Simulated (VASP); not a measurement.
V:

```
V
1.0
    -1.51435    1.51435    1.51435
     1.51435   -1.51435    1.51435
     1.51435    1.51435   -1.51435
V
1
Direct
  0.00000 0.00000 0.00000
```

| Item | Value |
| --- | --- |
| Program | VASP 6.6.1 |
| Task | relaxation of cell and atoms |
| Functional | RPBE |
| Dispersion | D3 |
| Potentials or basis | VASP PAW PBE potentials, release 64 (V_sv) |
| Cutoff | 600 eV |
| k mesh | 12 × 12 × 12 |
| Occupations | fermi-dirac, width 0.05 eV |
| Spin | collinear spin, ferromagnetic start |
| Starting moments | [2.0] μB |

At the start: pressure -11.7 GPa; volume 13.89 Å³/atom.

**Question.** How do energy, volume and symmetry change on relaxing?

**Answer.** Over 4 steps the energy falls by 38.0 meV/atom and the volume is 12.91 Å³/atom (-7.1 %); space group Im-3m (No. 229, to 0.05 Å); moment 0.00 μB per cell.

Step by step:
| step | energy change (eV) | largest force (eV/Å) | pressure (GPa) | volume (Å³) |
| --- | --- | --- | --- | --- |
| 1 | 0.0000 | 0.0000 | -11.75 | 13.89 |
| 2 | 0.0095 | 0.0000 | 16.77 | 11.94 |
| 3 | -0.0380 | 0.0000 | -0.19 | 12.93 |
| 4 | -0.0380 | 0.0000 | 0.11 | 12.91 |

Final structure:
```
V
1.0
    -1.47770    1.47770    1.47770
     1.47770   -1.47770    1.47770
     1.47770    1.47770   -1.47770
V
1
Direct
  0.00000 0.00000 0.00000
```

Caveat: the PAW data sets were made with another functional, which shifts forces and pressure a little; pairwise dispersion overbinds metals, which lowers pressure and volume.
